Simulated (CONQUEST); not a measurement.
**Tl under changes of volume**

One of the cells (29.934 Å³/atom); the others are scaled copies at fixed shape and fractional positions:

```xyz
2
Lattice="3.9120 0.0000 0.0000 0.0000 3.9120 0.0000 0.0000 0.0000 3.9120" Properties=species:S:1:pos:R:3 pbc="T T T"
Tl    0.0000    0.0000    0.0000
Tl    1.9560    1.9560    1.9560
```

This isn't the form of Tl at room conditions, which is hcp.

* Program: CONQUEST 1.3
* Functional: PBE
* Potentials or basis: PseudoDojo NC PBE, DZP, grid of 40 × 40 × 40 points
* k mesh: 7 × 7 × 7
* Occupations: fermi-dirac, width 0.05 eV
* Spin: no spin polarisation

```csv
volume (Å³/atom),energy over the lowest point (meV/atom),pressure (GPa)
28.138,39.00,3.9
28.737,26.15,3.3
29.335,14.66,2.6
29.934,?,?
30.533,4.13,0.7
31.131,0.86,0.8
31.730,0.00,-0.1
```

Task: What does the run at 29.934 Å³/atom give?

Result: Energy over the lowest point 7.55 meV/atom; pressure 1.4 GPa.

Worked out: A Birch-Murnaghan fit of order 3 (a polynomial in V^(-2/3)) to the other rows has its minimum at 31.94 Å³/atom, just outside them, with B0 = V·E''(V) = 15.9 GPa (rough, since the energies scatter). It gives 8.32 meV/atom at 29.934 Å³/atom, against the run's 7.55, and -dE/dV = 1.5 GPa, against 1.4.

Energies are extrapolated to zero smearing.

Caveats: the basis of atomic orbitals isn't converged, which shifts pressures, moduli and gaps.
